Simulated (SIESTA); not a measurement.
Sn:

```
CELL_PARAMETERS angstrom
0.00000 3.23334 3.23334
3.23334 0.00000 3.23334
3.23334 3.23334 0.00000
ATOMIC_POSITIONS crystal
Sn 0.75000 0.75000 0.75000
Sn 0.50000 0.50000 0.50000
```

This isn't the form of Sn at room conditions, which is tetragonal (white tin).

| Property | Result |
| --- | --- |
| Program | SIESTA 5.4.2 |
| Task | relaxation of cell and atoms |
| Functional | PBE |
| Potentials or basis | PseudoDojo 0.4 standard (PBE files) |
| Basis | DZP (energy shift 0.003 Ry; two zetas on semicore shells) |
| Grid cutoff | 500 Ry |
| Energy shift | 0.003 Ry |
| k mesh | 7 × 7 × 7 |
| Occupations | fermi-dirac, width 0.05 eV |
| Spin | no spin polarisation |

At the start: pressure 4.1 GPa; volume 33.80 Å³/atom.

Problem. Where does the relaxation end?

Solution. Over 4 steps the energy falls by 37.5 meV/atom and the volume is 37.12 Å³/atom (+9.8 %); space group Fd-3m (No. 227, to 0.05 Å).

Step by step:
```
step  energy change (eV)  largest force (eV/Å)  pressure (GPa)  volume (Å³)
   1              0.0000                0.0001            4.07        67.61
   2             -0.0282                0.0005            3.16        68.86
   3             -0.0749                0.0014            0.22        73.83
   4             -0.0750                0.0014            0.05        74.24
```

Final structure:
```yaml
crystal:
  lattice:
    - [0.00052, 3.33610, 3.33610]
    - [3.33610, 0.00052, 3.33610]
    - [3.33610, 3.33610, 0.00052]
  atoms:
    - { symbol: Sn, position: [0.74999, 0.74999, 0.74999] }
    - { symbol: Sn, position: [0.50001, 0.50001, 0.50001] }
```

Caveat: the basis of atomic orbitals isn't converged, which shifts pressures, moduli and gaps.
